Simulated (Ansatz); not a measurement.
# MoP (P-6m2) in Ansatz: settings compared

Aim: see how the results for MoP move with the level of theory and the settings. Levels: PBEsol+U, PBE, PBEsol. Tasks: single point, relaxation of cell and atoms.

Program: Ansatz 0.2.0. These are calculated values, not measurements. Logs are shortened: lines on timing, memory, paths and dates and some standing lists are left out, and cuts for length are marked.

## (1) Starting point

It takes space group P-6m2 (No. 187, hexagonal). Conventional cell: a = 3.223 Å, b = 3.223 Å, c = 3.191 Å, α = 90.00°, β = 90.00°, γ = 120.00°. Around Mo (site symmetry -6m2) lie 6 P at 2.45 Å. P (site symmetry -6m2) is surrounded by 6 Mo at 2.45 Å.

## (2) Single point, PBEsol+U

input.yaml

```yaml
crystal:
  lattice:
    - [3.223, 0.0, 0.0]
    - [-1.6115, 2.7911998764, 0.0]
    - [0.0, 0.0, 3.191]
  atoms:
    - { symbol: Mo, position: [0.0, 0.0, 0.0] }
    - { symbol: P, position: [0.3333333333, 0.6666666667, 0.5] }
hamiltonian:
  xc: pbesol
  pseudopotentials: { kind: paw }
  hubbard: { sites: [{ species: Mo, l: d, u_eff: 8.0 }] }
kpoints:
  mp_grid: { grid: [10, 10, 8] }
scf:
  occupations: { method: fermi_dirac, width: 0.05 }
output:
  forces: true
  stress: true
  eigenvalues: true
```

Potentials or basis: Ansatz PAW.

On the command line:

```
$ ansatz run input.yaml --threads 2 --pin off --max-ram 5632MiB --backend cpu --events-out ev --progress --plain --runs-dir out
```

Standard output:

```text
Warning: RAYON_NUM_THREADS=2 ignored (pool sized by the plan → 2); use --threads N
Mo: projections on atomic orbitals take those of the free atom [Ar 3d10] 4s2 4p6 4d5 5s1, of charge +0.00 (hamiltonian.pseudopotentials.projection_atoms); the dataset's partial waves leave at most 6.0e-6 of an orbital's norm unspanned inside its sphere
P: projections on atomic orbitals take those of the free atom [Ne] 3s2 3p3, of charge +0.00 (hamiltonian.pseudopotentials.projection_atoms); the dataset's partial waves leave at most 1.0e-7 of an orbital's norm unspanned inside its sphere
Engine: ansatz 0.2.0, aarch64-unknown-linux-gnu
Pseudopotentials: kind: paw
Pseudopotential: Mo, paw, valence charge 14, recommended cutoff 420 eV (normal), Mo.paw.azcp
Pseudopotential: P, paw, valence charge 5, recommended cutoff 420 eV (normal), P.paw.azcp
Functional definition: PBEsol
  exchange = pbesol_x
  correlation = pbesol_c
Crystal: 2 atoms, lattice volume = 28.706 Å³
Basis set: ecut = 420 eV, 551 PW (Γ), exchange–correlation on 48×48×48 points (8 copies of the dense FFT grid, shifted against one another)
Bands: 14, of which v1, the nominal top of the filled ones, is band 10 counted from 1 (9 counted from 0)
Symmetry: 12 space group operations
Space group: P-6m2 (ITA 187), of the structure as read, at distance tolerance 3.1e-5 Å
k-points: 70 of 800 (time reversal used)
Non-local potential: Mo, projectors of the file, l = 0: 3, l = 1: 2, l = 2: 2, l = 3: 1
Non-local potential: P, projectors of the file, l = 0: 2, l = 1: 2, l = 2: 2
PAW form: soft (Blöchl's): semilocal exchange-correlation on the pseudo side does not see the compensation charge
PAW frozen core: Mo, regenerated for the run's functional, and the local potential with it (the file was generated under x = pbe(κ = 0.804, μ = 0.2195149727645171), c = pbe(β = 0.06672455060314922))
PAW frozen core: P, regenerated for the run's functional, and the local potential with it (the file was generated under x = pbe(κ = 0.804, μ = 0.2195149727645171), c = pbe(β = 0.06672455060314922))
PAW one-centre angular grid: Mo, 590 points (default); XC on 64 Gauss nodes
PAW one-centre angular grid: P, 110 points (default); XC on 64 Gauss nodes
Initial density: superposition of atomic densities (chi_scale 0.1, normalization cell, long waves kept (reshape's long-wave potential 0.00 eV rms))
Initial wavefunctions: pseudopotential atomic-orbital guess
Functional: x = pbesol(κ = 0.804, μ = 0.12345679012345678), c = pbesol(β = 0.046)
SCF iter   1: F=—  HF=-5630.044034 eV  |F-HF|=—  |Δ(HF+E_count)|=         —  Δρ=9.61e-2  dr2=3.77e0  ethr=3.10e-3  ⟨swp⟩=5.5  Hψ=5662  notcnv=0
preconditioner: auto → none  [metal: Δε(μ)=0.034 eV  Ē_g=9.272 eV  σ=0.050 eV  W_gap=0.17  n_scr=8 (ndim 8)  ℏωp=23.0 eV  f_vac=0.000  D(μ)=0.64/eV (n_scr^D=2)  sad-step TF]
SCF iter   2: F=—  HF=-5629.146903 eV  |F-HF|=—  |Δ(HF+E_count)|=   8.97e-1  Δρ=3.54e-2  dr2=3.14e-1  ethr=3.10e-3  ⟨swp⟩=2.3  Hψ=2393  notcnv=0  defer=9
SCF iter   3: F=—  HF=-5629.239703 eV  |F-HF|=—  |Δ(HF+E_count)|=   9.28e-2  Δρ=1.38e-2  dr2=4.36e-2  ethr=1.65e-3  ⟨swp⟩=2.2  Hψ=1622  notcnv=0  defer=9
SCF iter   4: F=—  HF=-5629.305222 eV  |F-HF|=—  |Δ(HF+E_count)|=   6.55e-2  Δρ=5.02e-3  dr2=4.53e-3  ethr=2.29e-4  ⟨swp⟩=2.7  Hψ=2203  notcnv=0  defer=10
SCF iter   5: F=—  HF=-5629.320428 eV  |F-HF|=—  |Δ(HF+E_count)|=   1.52e-2  Δρ=2.70e-3  dr2=3.60e-3  ethr=2.39e-5  ⟨swp⟩=2.0  Hψ=2004  notcnv=0  defer=10
SCF iter   6: F=—  HF=-5629.320765 eV  |F-HF|=—  |Δ(HF+E_count)|=   3.37e-4  Δρ=4.36e-4  dr2=2.48e-5  ethr=1.90e-5  ⟨swp⟩=1.9  Hψ=1290  notcnv=0  defer=10
SCF iter   7: F=—  HF=-5629.320883 eV  |F-HF|=—  |Δ(HF+E_count)|=   1.18e-4  Δρ=8.84e-5  dr2=2.69e-6  ethr=1.31e-7  ⟨swp⟩=2.1  Hψ=1582  notcnv=0  defer=10
SCF iter   8: F=-5629.320883 eV  HF=-5629.320883 eV  |F-HF|=2.72e-8  |Δ(HF+E_count)|=   8.08e-7  Δρ=1.11e-5  dr2=4.12e-8  ethr=5.26e-10  ⟨swp⟩=4.4  Hψ=4369  notcnv=0
SCF 1 converged in 8 iterations: F = -5629.320883 eV  dr2 = 4.12e-8
SCF converged after 8 iterations
Free energy (F): -5629.320883 eV
Harris-Foulkes:  -5629.320883 eV  (|F-HF|=2.72e-8)
Internal energy: -5629.316051 eV  (E = F + TS)
E sigma→0 (E₀):  -5629.318467 eV
Entropy (-TS):   -0.004832 eV (-2.416 meV/atom)
Fermi energy:    16.707144 eV
--- Per-component energies (eV) ---
  E_band       = -64.297614
  E_kinetic    = 517.963215
  E_local      = -1031.188916  (includes V_loc(G=0)·N_el)
  E_nonlocal   = 178.762723
  E_hartree    = 359.832099
  E_xc         = -245.947151
  E_vxc        = -292.551326  (∫ρ·V_xc dr)
  E_hubbard    = 9.506768  (on-site DFT+U / exact-exchange correction)
  E_vhub       = -3.454397  (the Hubbard potential's part of the band-sum identity)
  E_paw        = -3698.500459  (= ΣΔE_a)
  E_vpaw       = -153.485647  (= ΣTr[D̂ρ^β])
  E_aug_tail   = 0.000048  (compensation charges beyond the density's cutoff)
  E_ewald      = -1719.999773
  E_core_change = 0.255395  (= ΣΔE_core)
  E_smearing   = -0.004832  (= −TS)
  E_closure    = 0.000000  (closes the sum)
  Σ components = -5629.320883   (vs F -5629.320883, Δ=0.00e0)
--- Forces (eV/Å), atoms counted from 1 ---
  atom   1  Mo     0.00000000    -0.00000000     0.00000000
  atom   2  P     -0.00000000    -0.00000000     0.00000000
  max |Σ_I F_I| component: 2.22e-16 eV/Å
--- Stress (GPa, compression-positive) ---
       -6.670364       0.000000       0.000000
        0.000000      -6.670364       0.000000
        0.000000       0.000000      -2.615888
  P = ⅓ Tr σ = -5.3189 GPa (-53.189 kbar)
--- Band table (eV; the first three rows and the last of 70) ---
  k-point 0: bands = ["-43.5768", "-17.8795", "-17.5246", "-17.5246", "3.1283", "13.4672", "13.4672", "13.9265", "16.3490", "16.6570", "16.6570", "21.0761", "21.0761", "22.6290"]
  k-point 1: bands = ["-43.5734", "-17.9245", "-17.5206", "-17.5206", "3.3781", "13.3241", "13.5797", "13.5797", "16.1071", "16.1071", "16.5797", "21.4277", "21.4277", "22.8389"]
  k-point 2: bands = ["-43.5641", "-18.0328", "-17.5110", "-17.5110", "4.0721", "11.8411", "13.8354", "13.8354", "15.2329", "15.2329", "17.4410", "21.1549", "21.1549", "23.3823"]
  k-point 69: bands = ["-43.5204", "-18.0975", "-17.7620", "-17.6932", "5.8324", "9.8168", "11.1718", "13.7417", "15.3264", "19.8467", "19.9591", "20.5471", "21.6401", "22.5047"]
Occupation matrices written to <dir>
```

Run time: 2.2 s. Hardware: 2 threads of Arm Neoverse V2, shared host; peak memory 0.32 GiB.

What came out:

* Free energy: -5629.3209 eV
* Pressure: -5.3 GPa
* Band gap on the k mesh: none (metal or under the smearing width)

Stress tensor (GPa, compression positive):
```
-6.67  0.00  0.00
 0.00 -6.67  0.00
 0.00  0.00 -2.62
```

Eigenvalues of the final occupation matrices:
| site | spin | trace | eigenvalues |
| --- | --- | --- | --- |
| site 1 | 1 | 2.81 | 0.38 0.59 0.59 0.63 0.63 |

Caveat: U without spin polarisation on a metal has little footing; the PAW data sets come from PBE, with cores solved anew for the run's functional, which leaves a small shift of forces and pressure; the U is typed as a test and isn't derived for this compound.

## (3) Single point, PBE

input.yaml, as its differences from that of step 2:

```diff
@@ -9,5 +9,4 @@
 hamiltonian:
-  xc: pbesol
+  xc: pbe
   pseudopotentials: { kind: paw }
-  hubbard: { sites: [{ species: Mo, l: d, u_eff: 8.0 }] }
 kpoints:
@@ -20 +19,5 @@
   eigenvalues: true
+  write_density: true
+  write_potential: true
+  elf: true
+  volumetric_format: npy
```

Potentials or basis: Ansatz PAW.

On the command line:

```
$ ansatz run input.yaml --threads 2 --pin off --max-ram 5632MiB --backend cpu --events-out ev --progress --plain --runs-dir out
```

Standard output:

```text
Warning: RAYON_NUM_THREADS=2 ignored (pool sized by the plan → 2); use --threads N
[... 4 set-up lines as earlier in the session ...]
Functional definition: PBE
  parameter kappa = 0.804
  parameter beta = 0.06672455060314922
  exchange = pbe_x(kappa = kappa, mu = beta*pi^2/3)
  correlation = pbe_c(beta = beta)
Crystal: 2 atoms, lattice volume = 28.706 Å³
Basis set: ecut = 420 eV, 551 PW (Γ), exchange–correlation on 48×48×48 points (8 copies of the dense FFT grid, shifted against one another)
Bands: 14, of which v1, the nominal top of the filled ones, is band 10 counted from 1 (9 counted from 0)
[... 2 set-up lines as earlier in the session ...]
k-points: 70 of 800 (time reversal used)
[... 27 lines left out ...]
  E_kinetic    = 517.450509
  E_local      = -1025.535585  (includes V_loc(G=0)·N_el)
  E_nonlocal   = 176.317677
  E_hartree    = 357.080611
  E_xc         = -247.548166
  E_vxc        = -293.277348  (∫ρ·V_xc dr)
  E_paw        = -3770.835369  (= ΣΔE_a)
  E_vpaw       = -151.702015  (= ΣTr[D̂ρ^β])
  E_aug_tail   = 0.000052  (compensation charges beyond the density's cutoff)
  E_ewald      = -1719.999773
  E_smearing   = -0.004240  (= −TS)
  E_closure    = 0.000000  (closes the sum)
  Σ components = -5713.074283   (vs F -5713.074283, Δ=0.00e0)
--- Forces (eV/Å), atoms counted from 1 ---
  atom   1  Mo     0.00000000    -0.00000000     0.00000000
  atom   2  P      0.00000000    -0.00000000     0.00000000
  max |Σ_I F_I| component: 1.30e-16 eV/Å
--- Stress (GPa, compression-positive) ---
        2.774647       0.000000       0.000000
        0.000000       2.774647       0.000000
        0.000000       0.000000       2.135336
  P = ⅓ Tr σ = 2.5615 GPa (25.615 kbar)
--- Band table (eV; the first three rows and the last of 70) ---
  k-point 0: bands = ["-43.9318", "-18.0878", "-17.8717", "-17.8717", "3.3333", "13.0851", "13.9624", "13.9624", "16.5518", "17.5332", "17.5332", "21.3896", "21.3896", "22.8148"]
  k-point 1: bands = ["-43.9289", "-18.1317", "-17.8679", "-17.8679", "3.5849", "12.7523", "14.0790", "14.0790", "16.4902", "16.9598", "16.9598", "21.7704", "21.7704", "23.0233"]
  k-point 2: bands = ["-43.9219", "-18.2363", "-17.8588", "-17.8588", "4.2822", "11.6259", "14.3678", "14.3678", "16.0505", "16.0505", "16.9504", "21.5239", "21.5239", "23.5661"]
  k-point 69: bands = ["-43.8772", "-18.2966", "-18.0991", "-18.0324", "6.4021", "10.4891", "11.5317", "13.9781", "15.8671", "18.8731", "20.5225", "20.8038", "21.7507", "22.8311"]
```

rho_z.tsv:

```text
# z_ang	rho[e/angstrom^3]
# format = ansatz-planar-average/11
# lattice	3.223000000	0.000000000	0.000000000
# lattice	-1.611500000	2.791199876	0.000000000
# lattice	0.000000000	0.000000000	3.191000000
# sites	2
# site	42	0.000000000	-0.000000000	0.000000000
# site	15	0.000000000	1.860799918	1.595500000
0.000000	1.265959e0
0.132958	1.235854e0
0.265917	1.137954e0
0.398875	9.708795e-1
0.531833	7.694869e-1
0.664792	5.917607e-1
[... 16 lines left out ...]
2.925083	1.137954e0
3.058042	1.235854e0
```

It took 1.7 s on 2 threads of Arm Neoverse V2, shared host; peak memory 0.31 GiB.

What came out:

| Property | Result |
| --- | --- |
| Free energy | -5713.0743 eV |
| Pressure | 2.6 GPa |
| Band gap on the k mesh | none (metal or under the smearing width) |

## (4) Relaxation of cell and atoms, PBEsol

input.yaml, as its differences from that of step 3:

```diff
@@ -9,3 +9,3 @@
 hamiltonian:
-  xc: pbe
+  xc: pbesol
   pseudopotentials: { kind: paw }
@@ -19,5 +19,5 @@
   eigenvalues: true
-  write_density: true
-  write_potential: true
-  elf: true
-  volumetric_format: npy
+relax:
+  f_tol: 0.01
+  max_steps: 40
+  cell: { stress_tol: 0.05 }
```

On the command line:

```
$ ansatz run input.yaml --threads 2 --pin off --max-ram 5632MiB --backend cpu --events-out ev --progress --plain --runs-dir out
```

It took 8.8 s on 2 threads of Arm Neoverse V2, shared host; peak memory 0.33 GiB.

It converged, with:

| Item | Value |
| --- | --- |
| Free energy | -5639.0477 eV |
| Relaxed volume | 14.12 Å³/atom |
| Relaxed cell | a = 3.207 Å, b = 3.207 Å, c = 3.172 Å, α = 90.00°, β = 90.00°, γ = 120.00° |
| Space group after relaxing (to 0.05 Å) | P-6m2 (No. 187) |
| Energy gained by relaxing | 2.8 meV/atom |
| Ionic steps | 6 |
| Pressure after relaxing | 0.0 GPa |
| Band gap on the k mesh | none (metal or under the smearing width) |

The path:
| step | energy change (eV) | largest force (eV/Å) | volume (Å³) |
| --- | --- | --- | --- |
| 1 | 0.0000 | 0.0000 | 28.71 |
| 2 | -0.0053 | 0.0000 | 28.11 |
| 3 | -0.0057 | 0.0000 | 28.26 |
| 4 | -0.0057 | 0.0000 | 28.25 |
| 5 | -0.0057 | 0.0000 | 28.25 |
| 6 | -0.0056 | 0.0000 | 28.25 |

Final structure:
```
CELL_PARAMETERS angstrom
3.20653 0.00000 0.00000
-1.60326 2.77693 0.00000
0.00000 0.00000 3.17210
ATOMIC_POSITIONS crystal
Mo 0.00000 0.00000 0.00000
P 0.33333 0.66667 0.50000
```

Levels at points of the mesh, in eV from the Fermi level:
| k point | band 7 | band 8 | band 9 | band 10 | band 11 | band 12 | band 13 | band 14 |
| --- | --- | --- | --- | --- | --- | --- | --- | --- |
| (0.00, 0.00, 0.00) | -3.35 | -3.35 | -0.65 | 0.30 | 0.30 | 4.24 | 4.24 | 5.56 |
| (0.00, 0.00, -0.50) | -2.75 | -2.75 | -1.71 | -1.71 | 1.39 | 2.99 | 2.99 | 7.93 |
| (0.00, -0.50, 0.00) | -3.97 | -3.84 | -1.24 | -0.42 | 1.77 | 2.44 | 4.74 | 6.15 |
| (0.00, -0.50, -0.50) | -5.32 | -4.49 | -1.06 | 1.49 | 1.91 | 3.65 | 5.15 | 6.23 |

Caveat: the plane-wave basis is chosen anew once the cell has moved, so the energies of steps on either side of that aren't comparable; the PAW data sets come from PBE, with cores solved anew for the run's functional, which leaves a small shift of forces and pressure.

## (5) Summary

```tsv
task	level	U	cell	hubbard projectors	double counting	gap on the mesh (eV)	pressure (GPa)
single point	PBEsol+U	Mo d U = 8 eV	as given	ortho-atomic (the default)	fll (the default)	none	-5.3
single point	PBE	-	as given	-	-	none	2.6
relaxation of cell and atoms	PBEsol	-	relaxed	-	-	none	0.0
```

Alike in all rows: potentials or basis Ansatz PAW; no spin polarisation; k mesh 10 × 10 × 8; cutoff (eV) 420; smearing fermi-dirac 0.05 eV.

Caveats: the PAW data sets come from PBE, with cores solved anew for the run's functional, which leaves a small shift of forces and pressure (some runs); U without spin polarisation on a metal has little footing (some runs); the U is typed as a test and isn't derived for this compound (some runs); the plane-wave basis is chosen anew once the cell has moved, so the energies of steps on either side of that aren't comparable (some runs).

Total energies depend on the potentials used, so only differences within one code and one set of settings carry meaning.
